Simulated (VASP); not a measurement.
The system is Ga.

```
Ga
1.0
     2.69355    0.00000    0.00000
    -0.61538    2.68081    0.00000
    -0.40274   -0.69435    2.70037
Ga
1
Cartesian
  1.3468 0.0000 0.0000
```

The cell was built by a generator and needn't be a form met in nature.

The cell isn't the ideal one: random cell without symmetry.

- Program: VASP 6.6.1
- Task: relaxation of cell and atoms
- Functional: PBE
- Potentials or basis: VASP PAW PBE potentials, release 64 (Ga_d)
- Cutoff: 600 eV
- k mesh: 6 × 6 × 6
- Occupations: gaussian, width 0.1 eV
- Spin: no spin polarisation

At the start: pressure 0.7 GPa; volume 19.50 Å³/atom.

Problem. How do energy, volume and symmetry change on relaxing?

Solution. Over 9 steps the energy falls by 12.3 meV/atom and the volume is 19.77 Å³/atom (+1.4 %); space group C2/m (No. 12, to 0.05 Å).

Step by step:
| step | energy change (eV) | largest force (eV/Å) | pressure (GPa) | volume (Å³) |
| --- | --- | --- | --- | --- |
| 1 | 0.0000 | 0.0000 | 0.74 | 19.50 |
| 2 | -0.0070 | 0.0000 | 0.00 | 19.75 |
| 3 | -0.0087 | 0.0000 | -0.32 | 19.88 |
| 4 | -0.0097 | 0.0000 | -0.99 | 20.14 |
| 5 | -0.0099 | 0.0000 | -0.61 | 20.03 |
| 6 | -0.0100 | 0.0000 | -0.55 | 20.06 |
| 7 | -0.0117 | 0.0000 | -0.28 | 19.89 |
| 8 | -0.0117 | 0.0000 | -0.29 | 19.91 |
| 9 | -0.0123 | 0.0000 | 0.00 | 19.77 |

Final structure:
```
CELL_PARAMETERS angstrom
2.77017 -0.02273 -0.04056
-0.65494 2.73355 -0.02127
-0.44774 -0.73485 2.63079
ATOMIC_POSITIONS crystal
Ga 0.50000 0.00000 0.00000
```

Caveat: the k mesh is coarse (spacing up to 0.41 Å⁻¹), so the values aren't converged.
